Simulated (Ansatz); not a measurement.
# Bi (C2/m) in Ansatz: settings compared, part 2 of 2

Ansatz 0.2.0.

## (3) Relaxation of cell and atoms, HSEsol

File input:

```
crystal:
  lattice:
    - [3.488598, -3.132578, 0.0]
    - [3.488598, 3.132578, 0.0]
    - [-1.260235, 0.0, 3.11355]
  atoms:
    - { symbol: Bi, position: [0.753061, 0.753061, 0.857382] }
    - { symbol: Bi, position: [0.246939, 0.246939, 0.142618] }
hamiltonian:
  xc:
    exchange: hjs_pbesol
    correlation: pbesol
    exx: { coeff: 0.25, omega: 0.207 }
  pseudopotentials: { kind: paw }
kpoints:
  mp_grid: { grid: [3, 3, 5] }
scf:
  occupations: { method: fermi_dirac, width: 0.05 }
output:
  forces: true
  stress: true
  eigenvalues: true
relax:
  f_tol: 0.01
  max_steps: 40
  cell: { stress_tol: 0.05 }
```

Potentials or basis: Ansatz PAW.

What it wrote:

```text
GPUs: using 1 of 1 available (devices: 1).
Engine: ansatz 0.2.0, x86_64-unknown-linux-gnu
Pseudopotentials: kind: paw
Pseudopotential: Bi, paw, valence charge 15, recommended cutoff 420 eV (normal), Bi.paw.azcp
Functional definition: unnamed
  parameter a_1 = 0.25
  parameter omega_1 = 0.207/angstrom
  exchange = pbe_x(mu = 0.12345679012345678) + (-a_1)*hjs_pbesol_x_sr(omega_1) + a_1*exact_x_sr(omega_1)
  correlation = pbe_c(beta = 0.046)
device memory: the entry about to start is reckoned to put 0.6 GiB on a device that reports 51.3 GiB free (of which the cap on the GPU budget leaves the run 18.0 GiB)
GPU FFT provider: cuFFT
GPU libraries: cuBLAS 13.8.2, cuFFT 12.4.0, cuSOLVER 12.3.4
Crystal: 2 atoms, lattice volume = 68.052 Å³
Basis set: ecut = 420 eV, 1329 PW (Γ), exchange–correlation on 64×64×48 points (8 copies of the dense FFT grid, shifted against one another)
Bands: 19, of which v1, the nominal top of the filled ones, is band 15 counted from 1 (14 counted from 0)
Symmetry: 4 space group operations
Space group: C2/m (ITA 12), of the structure as read, at distance tolerance 4.1e-5 Å
k-points: 16 of 45
Non-local potential: Bi, projectors of the file, l = 0: 2, l = 1: 2, l = 2: 2, l = 3: 2
PAW form: soft (Blöchl's): semilocal exchange-correlation on the pseudo side does not see the compensation charge
PAW frozen core: Bi, regenerated for the run's functional, and the local potential with it (the file was generated under x = pbe(κ = 0.804, μ = 0.2195149727645171), c = pbe(β = 0.06672455060314922))
PAW one-centre angular grid: Bi, 590 points (default); XC on 64 Gauss nodes
Initial density: superposition of atomic densities (neutral atoms: chi_scale 0, normalization atom), corrected by the library's trained network
Initial wavefunctions: pseudopotential atomic-orbital guess
GPU buffer pool allocated for 24576 grid points (all kernels)
GPU transforms: local potential and band sums: pruned to the plane-wave sphere, on 32×32×24
Functional: x = pbesol(κ = 0.804, μ = 0.12345679012345678), c = pbesol(β = 0.046), warm-up for x = hjs_pbesol + 0.25 (exact − hjs_pbesol) at short range (ω = 0.207 Å⁻¹), c = pbesol(β = 0.046)
SCF iter   1: F=—  HF=-24483.857742 eV  |F-HF|=—  |Δ(HF+E_count)|=         —  Δρ=2.30e-3  dr2=6.00e-3  ethr=1.77e-3  ⟨swp⟩=13.4  Hψ=1355  notcnv=2
preconditioner: auto → none  [insulator: Δε(μ)=0.197 eV  Ē_g=20.266 eV  σ=0.050 eV  W_gap=0.71  n_scr=16 (ndim 8)  ℏωp=24.7 eV  f_vac=0.000  D(μ)=1.12/eV (n_scr^D=4)]
iter 2 solved again at ethr=1.95e-6 eV; its pass at ethr=2.00e-5 eV (dr2=5.85e-4 eV) is discarded
SCF iter   2: F=—  HF=-24483.857064 eV  |F-HF|=—  |Δ(HF+E_count)|=   6.78e-4  Δρ=8.72e-4  dr2=5.98e-4  ethr=1.95e-6  ⟨swp⟩=3.3  Hψ=1550  notcnv=0  defer=3
SCF iter   3: F=—  HF=-24483.856994 eV  |F-HF|=—  |Δ(HF+E_count)|=   7.04e-5  Δρ=3.01e-4  dr2=7.28e-5  ethr=1.95e-6  ⟨swp⟩=3.3  Hψ=618  notcnv=0  defer=2
SCF iter   4: F=—  HF=-24483.856998 eV  |F-HF|=—  |Δ(HF+E_count)|=   4.22e-6  Δρ=1.06e-4  dr2=3.99e-6  ethr=2.43e-7  ⟨swp⟩=3.3  Hψ=750  notcnv=0  defer=2
SCF iter   5: F=—  HF=-24483.857000 eV  |F-HF|=—  |Δ(HF+E_count)|=   2.28e-6  Δρ=1.45e-5  dr2=1.13e-7  ethr=1.33e-8  ⟨swp⟩=3.6  Hψ=670  notcnv=0  defer=2
SCF iter   6: F=—  HF=-24483.857000 eV  |F-HF|=—  |Δ(HF+E_count)|=   2.95e-8  Δρ=2.68e-6  dr2=5.07e-9  ethr=3.78e-10  ⟨swp⟩=4.1  Hψ=817  notcnv=0  defer=2
SCF iter   7: F=—  HF=-24483.857000 eV  |F-HF|=—  |Δ(HF+E_count)|=  7.02e-10  Δρ=8.53e-7  dr2=3.62e-10  ethr=1.69e-11  ⟨swp⟩=4.1  Hψ=827  notcnv=0  defer=2
SCF iter   8: F=-24483.857000 eV  HF=-24483.857000 eV  |F-HF|=7.28e-12  |Δ(HF+E_count)|=  2.55e-11  Δρ=2.01e-7  dr2=1.27e-11  ethr=1.21e-12  ⟨swp⟩=3.1  Hψ=788  notcnv=0
SCF 1 converged in 8 iterations: F = -24483.857000 eV  dr2 = 1.27e-11
device memory: the entry about to start is reckoned to put 1.2 GiB on a device that reports 46.4 GiB free (of which the cap on the GPU budget leaves the run 18.0 GiB)
GPU FFT provider: cuFFT
GPU libraries: cuBLAS 13.8.2, cuFFT 12.4.0, cuSOLVER 12.3.4
[... 379 lines left out ...]
GPU transforms: local potential and band sums: pruned to the plane-wave sphere, on 32×32×24
Exchange kernel: α = 0.2500, screened, ω = 0.2070 Å⁻¹, Wigner–Seitz truncation, v(0) = 1029.2473 eV·Å³, q-mesh 3×3×5, nearest image of the exchange supercell L = 13.80 Å, pair-density grid 20×20×15, without the augmentation charges, whose exchange is taken in its separable form by FFT convolution over the k-point mesh (sized by the pseudopotential files, 30×30×24 at the most), smooth part of the exact exchange by density-matrix convolution in up to 1.31 GiB of GPU memory as planned if the GPU has room (build and FFT work areas not counted)
Frozen-core exchange: fock
SCF iter   1: F=—  HF=-24570.576907 eV  |F-HF|=—  |Δ(HF+E_count)|=         —  Δρ=4.16e-7  dr2=3.90e-11  ethr=6.76e-11  ⟨swp⟩=11.6  Hψ=1026  notcnv=0
SCF iter   2: F=-24570.576907 eV  HF=-24570.576907 eV  |F-HF|=1.46e-11  |Δ(HF+E_count)|=  9.46e-11  Δρ=1.99e-7  dr2=1.47e-11  ethr=1.00e-12  ⟨swp⟩=3.4  Hψ=712  notcnv=0
SCF 26 converged in 2 iterations: F = -24570.576907 eV  dr2 = 1.47e-11
  Residual-converged pass: ⟨swp⟩=5.0  Hψ=1104  notcnv=0  max |occ|·‖R‖ = 9.8e-9 eV (tolerance 1.0e-8 eV)  dr2=1.53e-11  dr2_onsite=2.83e-13  max |Δocc| = 1.2e-14
hybrid outer 2: dexx = +3.911e-11 eV, tail = 3.35e-11 eV, Δε = 1.94e-5 eV (about 1.79e-6 eV left of the loop's levels), ΔF = 9.60e-5 eV/Å (tail 5.79e-5)
relax step   8: F+E_penalty+E_count = -24570.57690736 eV  Δ(F+E_penalty+E_count) = +6.952e-4 eV  max|allowed force component| = 3.003e-4 eV/Å  Δτ_max = 0.0000 Å  P = +0.001 GPa  Ω = 64.443 Å³  stress off target by 3.63e-3 GPa  SCF on the basis re-selected at this cell (its energy is not comparable with the rows above)  (7 SCF iters)
basis re-selected at this cell: Δ(F+E_penalty+E_count) = +6.952e-4 eV, ΔP = +0.001 GPa vs the last step (what re-selecting the basis moved, of the pressure what is left beyond the Pulay correction that the steps carried, after the strain that the cell walked since its last selection, with what the two solves' SCF thresholds leave and, on support functions, any second-order correction that the steps lacked; it is no measure of the basis error at this ecutwfc). This SCF's stress stands 3.63e-3 GPa from its target on what of the cell is left free (relax.cell.stress_tol is 5.00e-2 GPa) and its largest allowed force component is 3.00e-4 eV/Å (relax.f_tol is 1.00e-2 eV/Å): within both
hybrid SCF converged: 2 outer / 7 inner (+0 warm-up), last move |dexx| = 3.91e-11 eV, tail = 3.35e-11 eV
Stability not checked: this state was not tested for a lower state beside it, because the functional holds exact exchange (a hybrid, or Hartree-Fock), whose exchange loop this test does not read (fock_operator; see scf.lower_state_search)
Free energy (F): -24570.576907 eV
Frozen-core exchange: fock
Harris-Foulkes:  -24570.576907 eV  (|F-HF|=1.46e-11)
Internal energy: -24570.573429 eV  (E = F + TS)
E sigma→0 (E₀):  -24570.575168 eV
Entropy (-TS):   -0.003479 eV (-1.739 meV/atom)
Fermi energy:    10.616850 eV
--- Per-component energies (eV) ---
  E_band       = -235.923964
  E_kinetic    = 603.529712
  E_local      = -2929.371998  (includes V_loc(G=0)·N_el)
  E_nonlocal   = 1126.667863
  E_hartree    = 940.092941
  E_xc         = -241.765592
  E_vxc        = -230.178396  (∫ρ·V_xc dr)
  E_exx        = -69.839521  (= α·E_x^exact, valence–valence)
  E_paw        = -21096.250977  (= ΣΔE_a)
  E_vpaw       = -547.076890  (= ΣTr[D̂ρ^β])
  E_aug_tail   = -0.000926  (compensation charges beyond the density's cutoff)
  E_ewald      = -2904.086943
  E_core_change = 0.452011  (= ΣΔE_core)
  E_smearing   = -0.003479  (= −TS)
  E_closure    = 0.000000  (closes the sum)
  Σ components = -24570.576907   (vs F -24570.576907, Δ=0.00e0)
--- Forces (eV/Å), atoms counted from 1 ---
  atom   1  Bi    -0.00030031     0.00000000    -0.00009153
  atom   2  Bi     0.00030031     0.00000000     0.00009153
  max |Σ_I F_I| component: 0.00e0 eV/Å
--- Stress (GPa, compression-positive) ---
        0.003301       0.000000      -0.001326
        0.000000       0.002363       0.000000
       -0.001326       0.000000      -0.001711
  P = ⅓ Tr σ = 0.0013 GPa (0.013 kbar)
--- Band table (eV; the first three rows and the last of 16) ---
  k-point 0: bands = ["-14.3307", "-14.2082", "-14.1758", "-14.1334", "-14.0262", "-14.0134", "-14.0092", "-13.9851", "-13.9199", "-13.8054", "-4.0665", "1.3717", "7.3330", "7.4542", "13.6680", "14.9270", "15.4318", "15.4331", "15.6544"]
  k-point 1: bands = ["-14.3153", "-14.1610", "-14.1556", "-14.0868", "-14.0550", "-14.0266", "-14.0171", "-13.9885", "-13.9271", "-13.8175", "-3.4404", "1.4127", "7.6106", "8.4490", "10.6149", "12.3334", "14.1300", "14.3226", "15.6917"]
  k-point 2: bands = ["-14.2902", "-14.1385", "-14.1244", "-14.0944", "-14.0934", "-14.0590", "-13.9575", "-13.9404", "-13.9148", "-13.8424", "-1.9055", "1.4566", "6.4748", "8.2840", "8.3491", "11.8311", "12.8701", "13.1554", "17.2890"]
  k-point 15: bands = ["-14.2172", "-14.1910", "-14.1274", "-14.1058", "-14.0480", "-14.0350", "-13.9717", "-13.9638", "-13.9147", "-13.8775", "-0.4989", "-0.3081", "6.1300", "7.5164", "9.8219", "10.1298", "14.0324", "14.4230", "17.2197"]
--- Relaxed structure (7 steps of the walk, 6 accepted, 1 SCFs on fresh bases) ---
  F+E_penalty+E_count = -24570.57690736 eV   max|allowed force component| = 3.003e-4 eV/Å   (the final SCF, on the basis selected at the relaxed cell)
  cell:  # Å, volume = 64.4429 Å³
    - [3.4326807264673245, -3.059683892700013, -0.12164621290244827]
    - [3.4326807264673245, 3.059683892700013, -0.1216462129024483]
    - [-1.3486036400588335, 4.656311662094077e-19, 3.1156470163466325]
  atoms:
    - { symbol: Bi, position: [0.7631703186274243, 0.7631703186274243, 0.8858184683440868] }
    - { symbol: Bi, position: [0.23682968137257548, 0.23682968137257548, 0.11418153165591327] }
```

Run time: 80 s. Hardware: 1 × NVIDIA H100 80GB HBM3 with 2 threads of AMD EPYC 7R13 (Zen 3), shared host; peak memory 1.8 GiB.

What came out:

```
Free energy                            : -24570.5769 eV
Relaxed volume                         : 32.22 Å³/atom
Relaxed cell                           : a = 4.600 Å, b = 4.600 Å, c = 3.395 Å, α = 108.71°, β = 108.71°, γ = 83.39°
Space group after relaxing (to 0.05 Å) : C2/m (No. 12)
Energy gained by relaxing              : 62.1 meV/atom
Ionic steps                            : 7
Pressure after relaxing                : 0.0 GPa
Band gap on the k mesh                 : none (metal or under the smearing width)
```

Step by step:
| step | energy change (eV) | largest force (eV/Å) | volume (Å³) |
| --- | --- | --- | --- |
| 1 | 0.0000 | 0.4067 | 68.05 |
| 2 | -0.1123 | 0.1059 | 62.68 |
| 3 | -0.1237 | 0.0576 | 64.56 |
| 4 | -0.1248 | 0.0203 | 64.51 |
| 5 | -0.1249 | 0.0075 | 64.48 |
| 6 | -0.1249 | 0.0002 | 64.44 |
| 7 | -0.1242 | 0.0003 | 64.44 |

Final structure:
```yaml
crystal:
  lattice:
    - [3.43268, -3.05968, -0.12165]
    - [3.43268, 3.05968, -0.12165]
    - [-1.34860, 0.00000, 3.11565]
  atoms:
    - { symbol: Bi, position: [0.76317, 0.76317, 0.88582] }
    - { symbol: Bi, position: [0.23683, 0.23683, 0.11418] }
```

Levels at points of the mesh, in eV from the Fermi level:
| k point | band 13 | band 14 | band 15 | band 16 | band 17 | band 18 |
| --- | --- | --- | --- | --- | --- | --- |
| (0.00, 0.00, 0.00) | -3.28 | -3.16 | 3.05 | 4.31 | 4.81 | 4.82 |

Caveat: the k mesh is coarse (spacing up to 0.47 Å⁻¹), so the values aren't converged, least of all with exact exchange; the plane-wave basis is chosen anew once the cell has moved, so the energies of steps on either side of that aren't comparable; spin-orbit coupling is left out, which moves the levels of the heavy elements; the PAW data sets come from PBE, with cores solved anew for the run's functional, which leaves a small shift of forces and pressure.
